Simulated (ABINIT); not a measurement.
**LiF (Griceite): G0W0 in ABINIT against the screening cutoff in the self-energy**

Wanted: the cheapest screening cutoff in the self-energy that holds the gap of LiF (Griceite).

Program: ABINIT 10.8.3. Level of theory: LDA and many-body steps on it, plane waves. Results are calculated unless marked as measured.

Report form: the programs' logs are mostly left out.

### 1. Starting point

The structure is cubic, space group Fm-3m (No. 225). Conventional cell: a = 4.028 Å, b = 4.028 Å, c = 4.028 Å, α = 90.00°, β = 90.00°, γ = 90.00°. Nearest to Li lie 6 F at 2.01 Å. F has 6 Li at 2.01 Å nearest. Farther neighbours and most contacts between anions are not listed.

Structure file:

```cif
data_structure
_symmetry_space_group_name_H-M 'P 1'
_symmetry_Int_Tables_number 1
_cell_length_a 2.8482
_cell_length_b 2.8482
_cell_length_c 2.8482
_cell_angle_alpha 60.000
_cell_angle_beta 60.000
_cell_angle_gamma 60.000
_cell_volume 16.34
loop_
_atom_site_label
_atom_site_type_symbol
_atom_site_fract_x
_atom_site_fract_y
_atom_site_fract_z
_atom_site_occupancy
Li1 Li 0.00000 0.00000 0.00000 1
F2 F 0.50000 0.50000 0.50000 1
```

The cell and positions come from the Crystallography Open Database and are kept as given unless a step says otherwise.

### 2. Screening, 6×6×6 mesh, 53 bands, screening to 217.7 eV

This step: ABINIT 10.8.3; RPA screening on LDA, plane waves, norm-conserving pseudopotentials.

The RPA dielectric matrix is built and inverted for each q.

File run.abi:

```
acell 3*1.0 Angstrom
rprim 
  0.000000000000 2.014000000000 2.014000000000
  2.014000000000 0.000000000000 2.014000000000
  2.014000000000 2.014000000000 -0.000000000000
ntypat 2
znucl 3 9
natom 2
typat 1 2
xred 
  0.000000000000 0.000000000000 0.000000000000
  0.500000000000 0.500000000000 0.500000000000
pp_dirpath "pseudos"
pseudos "Li.upf, F.upf"
ecut 36
ngkpt 6 6 6
nshiftk 1
shiftk 0 0 0
kptopt 1
chksymbreak 0
istwfk *1
occopt 1
irdwfk 1
optdriver 3
nband 53
ecuteps 8
inclvkb 2
awtr 1
symchi 1
indata_prefix "in"
outdata_prefix "out"
tmpdata_prefix "tmp"
```

Launch:

```
> OMP_NUM_THREADS=1 mpirun -n 4 abinit run.abi > log
```

It took 24 s on 4 MPI ranks of Arm Neoverse V1, shared host; peak memory 0.56 GiB; 94 s of CPU time.

Numbers from this step:

| Property | Result |
| --- | --- |
| ε∞ with local fields, on this mesh, along the program's q direction | 2.022 |
| the same without local fields | 2.133 |
| plasma frequency | 29.05 eV |
| plane waves in the screening matrix | 113 |

Local fields lower ε∞ by 5 %.

### 3. 0.8 Ha

This step: G0W0 on LDA, plane waves, norm-conserving pseudopotentials.

Changes to run.abi since step 2:

```diff
@@ -23,8 +23,15 @@
 irdwfk 1
-optdriver 3
+optdriver 4
 nband 53
-ecuteps 8
-inclvkb 2
-awtr 1
-symchi 1
+gwcalctyp 0
+ecutsigx 36
+symsigma 1
+nkptgw 1
+kptgw 
+  0.0000000000 0.0000000000 0.0000000000
+bdgw 
+  3 9
+ecuteps 0.8
+irdscr 1
+ppmodel 1
 indata_prefix "in"
```

The job ended after 2 s (4 MPI ranks; peak memory 0.12 GiB).

This step gave:

```
G0W0 gap on the points computed              : 16.49 eV
starting gap on the mesh                     : 8.864 eV
k of the valence top                         : 0, 0, 0
k of the conduction bottom                   : 0, 0, 0
Z at the valence top                         : 0.912
Z at the conduction bottom                   : 0.917
least direct G0W0 gap on the computed points : 16.49 eV
```

### 4. 1.6 Ha

Changes to run.abi since step 3:

```diff
@@ -33,3 +33,3 @@
   3 9
-ecuteps 0.8
+ecuteps 1.6
 irdscr 1
```

Wall time 2.1 s (4 MPI ranks); peak memory 0.12 GiB.

This step gave:

```
G0W0 gap on the points computed              : 14.15 eV
starting gap on the mesh                     : 8.864 eV
k of the valence top                         : 0, 0, 0
k of the conduction bottom                   : 0, 0, 0
Z at the valence top                         : 0.86
Z at the conduction bottom                   : 0.895
least direct G0W0 gap on the computed points : 14.15 eV
```

### 5. 2.8 Ha

The self-energy is evaluated for the states that the input lists, and the levels follow from it, in one-shot runs by the linearised quasiparticle equation.

Changes to run.abi since step 4:

```diff
@@ -33,3 +33,3 @@
   3 9
-ecuteps 1.6
+ecuteps 2.8
 irdscr 1
```

The job ended after 2.1 s (4 MPI ranks; peak memory 0.12 GiB; 8.3 s of CPU time).

Numbers from this step:

```yaml
g0w0_gap_on_the_points_computed: 13.82 eV
starting_gap_on_the_mesh: 8.864 eV
k_of_the_valence_top: 0, 0, 0
k_of_the_conduction_bottom: 0, 0, 0
least_direct_g0w0_gap_on_the_computed_points: 13.82 eV
```

The gap on the mesh goes from 8.86 eV to 13.82 eV, a correction of +4.95 eV.

### 6. 4 Ha

Changes to run.abi since step 5:

```diff
@@ -33,3 +33,3 @@
   3 9
-ecuteps 2.8
+ecuteps 4
 irdscr 1
```

It took 2.3 s on 4 MPI ranks; peak memory 0.12 GiB; 8.8 s of CPU time.

Numbers from this step:

```yaml
g0w0_gap_on_the_points_computed: 13.62 eV
starting_gap_on_the_mesh: 8.864 eV
k_of_the_valence_top: 0, 0, 0
k_of_the_conduction_bottom: 0, 0, 0
least_direct_g0w0_gap_on_the_computed_points: 13.62 eV
```

Against the run before, the gap moves by −0.190 eV.

### 7. 6 Ha

Changes to run.abi since step 6:

```diff
@@ -33,3 +33,3 @@
   3 9
-ecuteps 4
+ecuteps 6
 irdscr 1
```

Run time: 2.7 s. Hardware: 4 MPI ranks; peak memory 0.14 GiB.

Numbers from this step:

| Property | Result |
| --- | --- |
| G0W0 gap on the points computed | 13.59 eV |
| starting gap on the mesh | 8.864 eV |
| k of the valence top | 0, 0, 0 |
| k of the conduction bottom | 0, 0, 0 |
| least direct G0W0 gap on the computed points | 13.59 eV |

Against the run before, the gap moves by −0.038 eV.

### 8. 8 Ha

Changes to run.abi since step 7:

```diff
@@ -33,3 +33,3 @@
   3 9
-ecuteps 6
+ecuteps 8
 irdscr 1
```

It took 3.3 s on 4 MPI ranks; peak memory 0.54 GiB.

This step gave:

```
G0W0 gap on the points computed              : 13.58 eV
starting gap on the mesh                     : 8.864 eV
k of the valence top                         : 0, 0, 0
k of the conduction bottom                   : 0, 0, 0
least direct G0W0 gap on the computed points : 13.58 eV
```

Against the run before, the gap moves by −0.002 eV.

### 9. Side by side

Times are wall times on 4 MPI ranks of Arm Neoverse V1, shared host, good to a factor of about two. A run's time includes the screening step that it read.

```
   run   mesh  bands  screening cutoff (eV)  DFT gap (eV)  gap on the mesh (eV)  direct (eV)  ε∞ used  time
0.8 Ha  6×6×6     53                   21.8         8.864                16.493       16.493     2.02  26 s
1.6 Ha  6×6×6     53                   43.5         8.864                14.146       14.146     2.02  26 s
2.8 Ha  6×6×6     53                   76.2         8.864                13.815       13.815     2.02  26 s
  4 Ha  6×6×6     53                  108.8         8.864                13.625       13.625     2.02  26 s
  6 Ha  6×6×6     53                  163.3         8.864                13.587       13.587     2.02  26 s
  8 Ha  6×6×6     53                  217.7         8.864                13.585       13.585     2.02  27 s
```

### 10. Outcome

```yaml
0p8_ha: 16.493 eV
1p6_ha: 14.146 eV
2p8_ha: 13.815 eV
4_ha: 13.625 eV
6_ha: 13.587 eV
8_ha: 13.585 eV
known_limits: not at the basis limit
```

The setting moved: screening cutoff in the self-energy. From 0.8 Ha to 8 Ha the gap moves by −2.91 eV. It holds to 0.03 eV from 6 Ha on. Bands and screening cutoff are coupled, so a series along one setting does not show full convergence. Bands and cutoff are finite, so the gap is not at the basis limit. The miss can reach some tenths of an eV and take either sign; the mesh is an error of its own. In the G0W0 runs levels were corrected at 1 k point alone, so a gap called «on the mesh» is the least over those, and an edge elsewhere would be missed.

[Paths, hosts, dates, memory and timing lines, banners, echoed tables and standing remarks are left out of the program output.]

[Logs are printed without paths, hosts, clocks, repeated set-up lines and the standing remarks that a program may print on its own settings, such as how far it seeks lower states.]

[Runs of the session that timed out or met a known fault of the program may be left out.]

[Hosts, paths, dates, database ids (printed as entryN), source tags and the programs' standing remarks are cut or masked in the printed files.]

[G0W0 gaps are taken among the corrected bands and points alone; a level outside them can change the order at an edge.]

[Where Ansatz stands beside ABINIT at settings called matched, ABINIT's density can come from a denser mesh and the files from another edition; pairs whose starting gaps differed by over 0.03 eV were left out, so agreement reads better than it is.]
